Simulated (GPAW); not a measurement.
Records of electronic-structure calculations.

A GW chain in GPAW: NaCl (honeycomb monolayer). The cell holds 2 atoms: 1 Na and 1 Cl. Cell: a = 4.414 Å, b = 4.414 Å, c = 11.400 Å, α = 90.0°, β = 90.0°, γ = 120.0°. Vacuum lies along c. The calculation used DFT, LDA, plane waves, PAW (and 1 further level or step) in GPAW 26.7.0, with cutoff 450 eV, GPAW PAW setups 1.2.1 data release, 6×6×1 k-mesh, nbands 322. The LDA gap is 5.09 eV, indirect. The G0W0 gap on the mesh is 9.28 eV and the GW settings are 6×6×1 mesh, 145 bands, screening to 48 eV, full frequency, Hilbert transform. The known limits are short of the basis limit. It took 4 runs, 2.6 min in all on 4 MPI ranks of Arm Neoverse V2, shared host. G0W0 moves the gap on the mesh from 5.09 eV to 9.28 eV (+4.18 eV), with Z of 0.84 and 0.92 at the edges. The dearest step here is «empty states on the mesh». The structure was relaxed with LDA.

[Paths, hosts, dates, memory and timing lines, banners, echoed tables and standing remarks are left out of the program output; an Ansatz launch command may be rebuilt from the run's recorded settings. Measured values are a selection of at most five: reports struck by readers or far from the other reports are left out. None is set beside runs whose start may be inverted or whose files or cutoffs have a known fault.]

[Runs of the session that timed out or met a known fault of the program may be left out.]

[Hosts, paths, dates, database ids (printed as entryN), source tags and the programs' standing remarks are cut or masked in the printed files.]

[Where the starting crystal was built by hand or by swapping elements, it need not be the compound's stable phase.]
